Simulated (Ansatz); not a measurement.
Zn under changes of volume

One of the cells (15.330 Å³/atom); the others are scaled copies at fixed shape and fractional positions:

```
Zn
1.0
     2.67000    0.00000    0.00000
    -1.33500    2.31229    0.00000
     0.00000    0.00000    4.96600
Zn
2
Cartesian
  1.3350 0.7708 3.7245
  0.0000 1.5415 1.2415
```

* Program: Ansatz 0.2.0
* Functional: LDA
* Potentials or basis: all-electron LAPW, scalar-relativistic
* Cutoff: 264 eV (chosen from the basis error)
* Basis error allowed: 0.001 eV/atom
* k mesh: 11 × 11 × 6
* Occupations: fermi-dirac, width 0.05 eV
* Spin: no spin polarisation

```tsv
volume (Å³/atom)	energy over the lowest point (meV/atom)	pressure (GPa)
14.410	0.00	-5.1
14.716	11.20	-6.6
15.023	?	?
15.330	41.43	-9.1
15.636	59.78	-10.1
15.943	79.87	-10.9
16.249	101.48	-11.6
```

Task: What does the run at 15.023 Å³/atom give?

Result: Energy over the lowest point 25.14 meV/atom; pressure -7.9 GPa.

Worked out: A Birch-Murnaghan fit of order 3 (a polynomial in V^(-2/3)) to the other rows has no minimum within the range. It gives 25.14 meV/atom at 15.023 Å³/atom, against the run's 25.14, and -dE/dV = -7.9 GPa, against -7.9.

Energies are extrapolated to zero smearing.
